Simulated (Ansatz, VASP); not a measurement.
## One calculation of NaI, two programs

File POSCAR:

```
NaI
1.0
    0.0000000000      3.4708613496      3.4708613496
    3.4708613496      0.0000000000      3.4708613496
    3.4708613496      3.4708613496      0.0000000000
Na I
1 1
Direct
    0.0000000000      0.0000000000      0.0000000000
    0.2500000000      0.2500000000      0.2500000000
```

The input INCAR.step1:

```
SYSTEM = NaI
ALGO     = Normal         ! electronic algorithm
EDIFF    = 1E-4           ! SCF threshold, eV
ENCUT    = 520            ! plane-wave cutoff, eV
GGA      = PE             ! functional
ISMEAR   = 0              ! smearing method
LASPH    = .True.         ! aspherical terms in the spheres
LCHARG   = .False.        ! write CHGCAR
LREAL    = .False.        ! projectors in reciprocal space
LWAVE    = .True.         ! write WAVECAR
NBANDS   = 14             ! bands
NELM     = 100            ! most SCF steps
PREC     = Accurate       ! precision mode
SIGMA    = 0.01           ! smearing width, eV
```

INCAR.step2

```
SYSTEM = NaI
ALGO     = Normal         ! electronic algorithm
EDIFF    = 1E-6           ! SCF threshold, eV
ENCUT    = 520            ! plane-wave cutoff, eV
ISIF     = 2              ! what is computed and relaxed
ISMEAR   = 0              ! smearing method
ISTART   = 1            
LASPH    = .True.         ! aspherical terms in the spheres
LCHARG   = .False.        ! write CHGCAR
LMIXTAU  = .True.       
LREAL    = .False.        ! projectors in reciprocal space
LWAVE    = .False.        ! write WAVECAR
METAGGA  = R2SCAN         ! meta-GGA
NBANDS   = 14             ! bands
NELM     = 100            ! most SCF steps
PREC     = Accurate       ! precision mode
SIGMA    = 0.01           ! smearing width, eV
```

KPOINTS

```
k-points
0
Gamma
  6 6 6
  0 0 0
```

Input for Ansatz:

```yaml
crystal:
  lattice:
    - [0.0, 3.4708613496, 3.4708613496]
    - [3.4708613496, 0.0, 3.4708613496]
    - [3.4708613496, 3.4708613496, 0.0]
  atoms:
    - { symbol: Na, position: [0.0, 0.0, 0.0] }
    - { symbol: I, position: [0.25, 0.25, 0.25] }
kpoints:
  mp_grid: { grid: [6, 6, 6] }
hamiltonian:
  xc: r2scan
scf:
  occupations: { method: fixed }
  n_extra_bands: 4
output:
  forces: true
  stress: true
  eigenvalues: true
```

Alike in both runs: task single point; functional r2SCAN; k mesh 6 × 6 × 6; no spin polarisation.

|  | VASP | Ansatz |
| --- | --- | --- |
| version | VASP 6.6.1 | Ansatz 0.2.0 |
| potentials or method | VASP PAW PBE potentials, release 64 (Na_pv, I) | plane waves, PAW |
| plane-wave cutoff (eV) | 520 | 500 |
| occupations | gaussian, width 0.01 eV | fixed |
| valence electrons in the cell | 14 | 26 |

```csv
,VASP,Ansatz,Ansatz less VASP
gap on the k mesh at the Fermi level (eV),4.53,4.53,-0.005
pressure (GPa),0.8,0.8,+0.03
```

The two sets of potentials don't hold the same shells in valence.

Caveats: the PAW data sets were made with another functional, which shifts forces and pressure a little (VASP); spin-orbit coupling is left out, which moves the levels of the heavy elements. r2SCAN opens gaps a little over a GGA but as a rule still falls short of measured ones.
